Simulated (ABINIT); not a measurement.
# Zn (P6_3/mmc) in ABINIT: convergence with k mesh

Aim: find how far k mesh must go before the results for Zn settle, at r2SCAN. This setting moves, with any that are tied to it; all else stays.

Everything below comes from runs of ABINIT 10.8.3 (patched build). Logs are shortened: lines on timing, memory, paths and dates and some standing lists are left out, and cuts for length are marked. The log counts tension as positive stress, the text compression.

### 1 The crystal as given

Symmetry: P6_3/mmc, No. 194, hexagonal system. The conventional cell has a = 2.670 Å, b = 2.670 Å, c = 4.966 Å, α = 90.00°, β = 90.00°, γ = 120.00°. Zn (site symmetry -6m2) is surrounded by 12 Zn at 2.67 to 2.92 Å.

### 2 With k mesh 2 × 2 × 1

run.abi

```
# Pseudopotentials
pp_dirpath "./"
pseudos "Zn.LDA_PW-JTH.xml"

# Structure
acell 5.0455687528 5.0455687527 9.3843799349
rprim
     1.0000000000     0.0000000000     0.0000000000
    -0.5000000000     0.8660254038     0.0000000000
     0.0000000000     0.0000000000     1.0000000000
ntypat 1
znucl 30
natom 2
typat 1 1
xred
     0.6666666667     0.3333333333     0.7500000000
     0.3333333333     0.6666666667     0.2500000000

# Plane-wave basis
ecut 26.0
pawecutdg 48.0

# k points
kptopt 1
ngkpt 2 2 1
nshiftk 1
shiftk 0.0 0.0 0.0

# Exchange and correlation
ixc -497498
usekden 1
pawxcdev 0

# Bands and occupations
nband 16
occopt 7
tsmear 0.00183747

# SCF cycle
nstep 100
tolvrs 1.0e-7

# Output
iomode 3
prtwf 0
prtden 0
prteig 0
prtebands 0
prtvol 2
```

Potentials or basis: JTH PAW LDA v2.0.

Run with:

```
> abinit run.abi > log 2>&1
```

It took 12 s on 1 thread of Arm Neoverse V2, shared host; peak memory 0.1 GiB.

It converged, with:

```yaml
Free_energy: -3141.0732 eV
Pressure: -0.4 GPa
Band_gap_on_the_k_mesh: none (metal or under the smearing width)
Valence_electrons_inside_the_program's_atomic_spheres: Zn 10.73 (radii [1.2212] Å)
```

### 3 With k mesh 3 × 3 × 2

Edit run.abi of step 2 so:

```diff
@@ -24,3 +24,3 @@
 kptopt 1
-ngkpt 2 2 1
+ngkpt 3 3 2
 nshiftk 1
```

Potentials or basis: JTH PAW LDA v2.0.

Run with:

```
> abinit run.abi > log 2>&1
```

Run time: 26 s. Hardware: 1 thread of Arm Neoverse V2, shared host; peak memory 0.11 GiB.

It converged, with:

```yaml
Free_energy: -3141.7938 eV
Pressure: 2.5 GPa
Band_gap_on_the_k_mesh: none (metal or under the smearing width)
Valence_electrons_inside_the_program's_atomic_spheres: Zn 10.77 (radii [1.2212] Å)
```

### 4 With k mesh 4 × 4 × 2

Edit run.abi of step 3 so:

```diff
@@ -24,3 +24,3 @@
 kptopt 1
-ngkpt 3 3 2
+ngkpt 4 4 2
 nshiftk 1
```

Run with:

```
> abinit run.abi > log 2>&1
```

It took 27 s on 1 thread of Arm Neoverse V2, shared host; peak memory 0.11 GiB.

Results (log left out):

```
Free energy                                           : -3142.8610 eV
Pressure                                              : -6.5 GPa
Band gap on the k mesh                                : none (metal or under the smearing width)
Valence electrons inside the program's atomic spheres : Zn 10.74 (radii [1.2212] Å)
```

### 5 With k mesh 5 × 5 × 3

Edit run.abi of step 4 so:

```diff
@@ -24,3 +24,3 @@
 kptopt 1
-ngkpt 4 4 2
+ngkpt 5 5 3
 nshiftk 1
```

Run with:

```
> abinit run.abi > log 2>&1
```

Run time: 45 s. Hardware: 1 thread of Arm Neoverse V2, shared host; peak memory 0.11 GiB.

The run converged. Its results:

```
Free energy                                           : -3142.5558 eV
Pressure                                              : -4.2 GPa
Band gap on the k mesh                                : none (metal or under the smearing width)
Valence electrons inside the program's atomic spheres : Zn 10.75 (radii [1.2212] Å)
```

### 6 With k mesh 7 × 7 × 4

Edit run.abi of step 5 so:

```diff
@@ -24,3 +24,3 @@
 kptopt 1
-ngkpt 5 5 3
+ngkpt 7 7 4
 nshiftk 1
```

Potentials or basis: JTH PAW LDA v2.0.

Run with:

```
> abinit run.abi > log 2>&1
```

It took 76 s on 1 thread of Arm Neoverse V2, shared host; peak memory 0.12 GiB.

Results (log left out):

| Quantity | Value |
| --- | --- |
| Free energy | -3142.6369 eV |
| Pressure | -5.2 GPa |
| Band gap on the k mesh | none (metal or under the smearing width) |
| Valence electrons inside the program's atomic spheres | Zn 10.75 (radii [1.2212] Å) |

### 7 With k mesh 8 × 8 × 4

Edit run.abi of step 6 so:

```diff
@@ -24,3 +24,3 @@
 kptopt 1
-ngkpt 7 7 4
+ngkpt 8 8 4
 nshiftk 1
@@ -48,2 +48 @@
 prtebands 0
-prtvol 2
```

Run with:

```
> abinit run.abi > log 2>&1
```

Wall time 71 s (1 thread of Arm Neoverse V2, shared host); peak memory 0.12 GiB.

It converged, with:

```yaml
Free_energy: -3142.5461 eV
Pressure: -4.6 GPa
Band_gap_on_the_k_mesh: none (metal or under the smearing width)
Valence_electrons_inside_the_program's_atomic_spheres: Zn 10.75 (radii [1.2212] Å)
```

### 8 With k mesh 9 × 9 × 5

Edit run.abi of step 7 so:

```diff
@@ -24,3 +24,3 @@
 kptopt 1
-ngkpt 8 8 4
+ngkpt 9 9 5
 nshiftk 1
```

Run with:

```
> abinit run.abi > log 2>&1
```

Run time: 1.8 min. Hardware: 1 thread of Arm Neoverse V2, shared host; peak memory 0.12 GiB.

The run converged. Its results:

```
Free energy                                           : -3142.5304 eV
Pressure                                              : -4.6 GPa
Band gap on the k mesh                                : none (metal or under the smearing width)
Valence electrons inside the program's atomic spheres : Zn 10.75 (radii [1.2212] Å)
```

### 9 With k mesh 11 × 11 × 6

Edit run.abi of step 8 so:

```diff
@@ -24,3 +24,3 @@
 kptopt 1
-ngkpt 9 9 5
+ngkpt 11 11 6
 nshiftk 1
```

Potentials or basis: JTH PAW LDA v2.0.

Run with:

```
> abinit run.abi > log 2>&1
```

Wall time 3.4 min (1 thread of Arm Neoverse V2, shared host); peak memory 0.14 GiB.

The run converged. Its results:

| Property | Result |
| --- | --- |
| Free energy | -3142.5573 eV |
| Pressure | -4.8 GPa |
| Band gap on the k mesh | none (metal or under the smearing width) |
| Valence electrons inside the program's atomic spheres | Zn 10.75 (radii [1.2212] Å) |

### 10 With k mesh 14 × 14 × 8

Edit run.abi of step 9 so:

```diff
@@ -24,3 +24,3 @@
 kptopt 1
-ngkpt 11 11 6
+ngkpt 14 14 8
 nshiftk 1
```

Potentials or basis: JTH PAW LDA v2.0.

Run with:

```
> abinit run.abi > log 2>&1
```

run.abo:

```text
.Version 10.8.3 of ABINIT
 Symmetries : space group P6_3/m m c (#194); Bravais hP (primitive hexag.)
================================================================================
 Values of the parameters that define the memory need of the present run
     intxc =       0    ionmov =       0      iscf =      17    lmnmax =      18
     lnmax =       6     mgfft =      45  mpssoang =       3    mqgrid =    3001
     natom =       2  nloc_mem =       2    nspden =       1   nspinor =       1
    nsppol =       1      nsym =      24    n1xccc =       1    ntypat =       1
    occopt =       7   xclevel =       2
       mpw =        1324          nfft =       25920          nkpt =         120
 PAW method is used; the additional fine FFT grid is defined by:
   mgfftf=        60    nfftf =     61440
================================================================================
================================================================================

--------------------------------------------------------------------------------
------------- Echo of variables that govern the present computation ------------
--------------------------------------------------------------------------------
 -outvars: echo values of preprocessed input variables --------
            acell      5.0455687528E+00  5.0455687527E+00  9.3843799349E+00 Bohr
              amu      6.53900000E+01
             ecut      2.60000000E+01 Hartree
                       outvar_i_n : Printing only first  50 k-points.
              ixc     -497498
                       outvar_i_n : Printing only first  50 k-points.
         kptrlatt       14    0    0      0   14    0      0    0    8
          kptrlen      7.06379625E+01
            natom           2
            nband          16
            ngfft          24      24      45
          ngfftdg          32      32      60
             nkpt         120
            nstep         100
             nsym          24
           ntypat           1
                       prtocc : prtvol=0, do not print more k-points.
           occopt           7
        pawecutdg      4.80000000E+01 Hartree
         pawxcdev           0
           prtden           0
        prtebands           0
           prteig           0
          prtkden           1
            prtwf           0
            rprim      1.0000000000E+00  0.0000000000E+00  0.0000000000E+00
                      -5.0000000000E-01  8.6602540380E-01  0.0000000000E+00
                       0.0000000000E+00  0.0000000000E+00  1.0000000000E+00
          spgroup         194
           tolvrs      1.00000000E-07
           tsmear      1.83747000E-03 Hartree
            typat      1  1
          usekden           1
           useylm           1
                       outvars : Printing only first  50 k-points.
           xangst      1.3349999991E+00  7.7076260885E-01  3.7244999975E+00
                       1.7639248479E-11  1.5415252177E+00  1.2414999992E+00
            xcart      2.5227843764E+00  1.4565302388E+00  7.0382849512E+00
                       3.3333348693E-11  2.9130604776E+00  2.3460949837E+00
             xred      6.6666666667E-01  3.3333333333E-01  7.5000000000E-01
                       3.3333333333E-01  6.6666666667E-01  2.5000000000E-01
            znucl       30.00000

================================================================================

 chkinp: Checking input parameters for consistency.

================================================================================
== DATASET  1 ==================================================================

--- !DatasetInfo
iteration_state: {dtset: 1, }
dimensions: {natom: 2, nkpt: 120, mband: 16, nsppol: 1, nspinor: 1, nspden: 1, mpw: 1324, }
cutoff_energies: {ecut:  26.0, pawecutdg:  48.0, }
electrons: {nelect:   2.40000000E+01, charge:   0.00000000E+00, occopt:   7.00000000E+00, tsmear:   1.83747000E-03, }
meta: {optdriver: 0, ionmov: 0, optcell: 0, iscf: 17, paral_kgb: 0, }
...

 Real(R)+Recip(G) space primitive vectors, cartesian coordinates (Bohr,Bohr^-1):
[... 90 lines left out ...]
xred      :
- [  6.6667E-01,   3.3333E-01,   7.5000E-01, Zn]
- [  3.3333E-01,   6.6667E-01,   2.5000E-01, Zn]
cartesian_forces: # hartree/bohr
- [  3.20199211E-28,   1.84867101E-28,  -0.00000000E+00, ]
- [ -3.20199211E-28,  -1.84867101E-28,  -0.00000000E+00, ]
force_length_stats: {min:   3.69734201E-28, max:   3.69734201E-28, mean:   3.69734201E-28, }
...

 Integrated electronic density in atomic spheres:
 ------------------------------------------------
 Atom  Sphere_radius  Integrated_density
    1        2.30770         10.74543092
    2        2.30770         10.74543092

================================================================================

 ----iterations are completed or convergence reached----

 Mean square residual over all n,k,spin=   51.078E-07; max=  53.738E-04
 reduced coordinates (array xred) for    2 atoms
       0.666666666667      0.333333333333      0.750000000000
       0.333333333333      0.666666666667      0.250000000000
 rms dE/dt=  2.2848E-27; max dE/dt=  3.2312E-27; dE/dt below (all hartree)
    1      -0.000000000000      0.000000000000      0.000000000000
    2       0.000000000000      0.000000000000      0.000000000000

 cartesian coordinates (angstrom) at end:
    1      1.33499999911616     0.77076260885134     3.72449999747660
    2      0.00000000001764     1.54152521770269     1.24149999915887

 cartesian forces (hartree/bohr) at end:
    1      0.00000000000000     0.00000000000000    -0.00000000000000
    2     -0.00000000000000    -0.00000000000000    -0.00000000000000
 frms,max,avg= 2.1346614E-28 3.2019921E-28   0.000E+00  0.000E+00  0.000E+00 h/b

 cartesian forces (eV/Angstrom) at end:
    1      0.00000000000000     0.00000000000000    -0.00000000000000
    2     -0.00000000000000    -0.00000000000000    -0.00000000000000
 frms,max,avg= 1.0976870E-26 1.6465305E-26   0.000E+00  0.000E+00  0.000E+00 e/A
 length scales=  5.045568752800  5.045568752700  9.384379934900 bohr
              =  2.669999998215  2.669999998162  4.965999996635 angstroms
 Fermi (or HOMO) energy (hartree) =   0.38477   Average Vxc (hartree)=  -0.40430
 Eigenvalues (hartree) for nkpt= 120  k points:
 kpt#   1, nband= 16, wtk=  0.00064, kpt=  0.0000  0.0000  0.0000 (reduced coord)
  -0.01164    0.05666    0.08360    0.09259    0.09259    0.09444    0.09444    0.10641
   0.10641    0.11399    0.11399    0.24738    0.26931    0.90354    1.03643    1.05521
      occupation numbers for kpt#   1
   2.00000    2.00000    2.00000    2.00000    2.00000    2.00000    2.00000    2.00000
   2.00000    2.00000    2.00000    2.00000    2.00000    0.00000    0.00000    0.00000
 prteigrs : prtvol=0 or 1, do not print more k-points.

--- !EnergyTerms
iteration_state     : {dtset: 1, }
comment             : Components of total free energy in Hartree
kinetic             :  1.30352088586038E+01
hartree             :  2.81953710639359E+01
xc                  : -3.19534717757968E+00
Ewald energy        : -8.83563079058047E+01
psp_core            :  1.70289536627715E+00
local_psp           : -1.12272707411196E+02
PAW spherical_terms :  4.54038096494630E+01
internal            : -1.15487077556301E+02
'-kT*entropy'       : -2.17197662200831E-05
total_energy        : -1.15487099276067E+02
total_energy_eV     : -3.14256406482902E+03
...

--- !EnergyTermsDC
iteration_state     : {dtset: 1, }
comment             : '"Double-counting" decomposition of free energy'
band_energy         :  2.83168217868662E+00
Ewald energy        : -8.83563079058047E+01
psp_core            :  1.70289536627715E+00
xc_dc               : -2.73062087021806E+01
PAW spherical_terms : -4.35917861835898E+00
internal            : -1.15487117681381E+02
'-kT*entropy'       : -2.17197662200831E-05
total_energy_dc     : -1.15487139401147E+02
total_energy_dc_eV  : -3.14256515668806E+03
...

--- !EnergyTermsWithPAWCore
iteration_state     : {dtset: 1, }
comment             : 'Components of total free energy, including PAW core contributions'
Total energy        : -3.59258014738387E+03
Total energy DC     : -3.59258018750895E+03
Total energy (eV)   : -9.77590860101058E+04
Total energy DC (eV): -9.77590871019648E+04
...

 Cartesian components of stress tensor (hartree/bohr^3)
  sigma(1 1)=  1.64254831E-04  sigma(3 2)=  0.00000000E+00
  sigma(2 2)=  1.64254831E-04  sigma(3 1)=  0.00000000E+00
  sigma(3 3)=  1.87376155E-04  sigma(2 1)= -9.60604293E-14

-Cartesian components of stress tensor (GPa)         [Pressure= -5.0593E+00 GPa]
- sigma(1 1)=  4.83254398E+00  sigma(3 2)=  0.00000000E+00
- sigma(2 2)=  4.83254398E+00  sigma(3 1)=  0.00000000E+00
- sigma(3 3)=  5.51279681E+00  sigma(2 1)= -2.82619541E-09

== END DATASET(S) ==============================================================
================================================================================

 -outvars: echo values of variables after computation  --------
            acell      5.0455687528E+00  5.0455687527E+00  9.3843799349E+00 Bohr
           etotal     -1.1548713940E+02
            fcart      3.2019921104E-28  1.8486710068E-28 -0.0000000000E+00
                      -3.2019921104E-28 -1.8486710068E-28 -0.0000000000E+00
            rprim      1.0000000000E+00  0.0000000000E+00  0.0000000000E+00
                      -5.0000000000E-01  8.6602540380E-01  0.0000000000E+00
                       0.0000000000E+00  0.0000000000E+00  1.0000000000E+00
           strten      1.6425483132E-04  1.6425483135E-04  1.8737615518E-04
                       0.0000000000E+00  0.0000000000E+00 -9.6060429349E-14
           xangst      1.3349999991E+00  7.7076260885E-01  3.7244999975E+00
                       1.7639248479E-11  1.5415252177E+00  1.2414999992E+00
             xred      6.6666666667E-01  3.3333333333E-01  7.5000000000E-01
                       3.3333333333E-01  6.6666666667E-01  2.5000000000E-01
 Calculation completed.
```

Wall time 5 min (1 thread of Arm Neoverse V2, shared host); peak memory 0.18 GiB.

What came out:

```yaml
Free_energy: -3142.5652 eV
Pressure: -5.1 GPa
Band_gap_on_the_k_mesh: none (metal or under the smearing width)
Valence_electrons_inside_the_program's_atomic_spheres: Zn 10.75 (radii [1.2212] Å)
```

### 11 The series at a glance

```
     k mesh  energy less the tightest run, at zero smearing (meV/atom)  pressure (GPa)  SCF cycles  CPU time (s)  peak memory (GiB)
  2 × 2 × 1                                                     750.63           -0.43          13            12                0.1
  3 × 3 × 2                                                     387.01            2.50          17            26               0.11
  4 × 4 × 2                                                    -147.23           -6.55          16            27               0.11
  5 × 5 × 3                                                       4.91           -4.22          21            45               0.11
  7 × 7 × 4                                                     -35.88           -5.19          18            75               0.12
  8 × 8 × 4                                                       9.49           -4.62          14            71               0.12
  9 × 9 × 5                                                      17.86           -4.61          18           110               0.12
11 × 11 × 6                                                       3.98           -4.83          21           210               0.14
14 × 14 × 8                                                       0.00           -5.06          17           300               0.18
```

Not settled before the last step: the energy (to 1 meV/atom), the pressure (to 0.1 GPa). Meshes of other sizes hit other points, so gaps and Fermi surfaces needn't settle smoothly. The tightest run that finished is the yardstick and may itself not be fully converged.

Caveats: totals of a meta-GGA on PAW files have another zero than those of a GGA; the PAW data sets were made with another functional, which shifts forces and pressure a little.
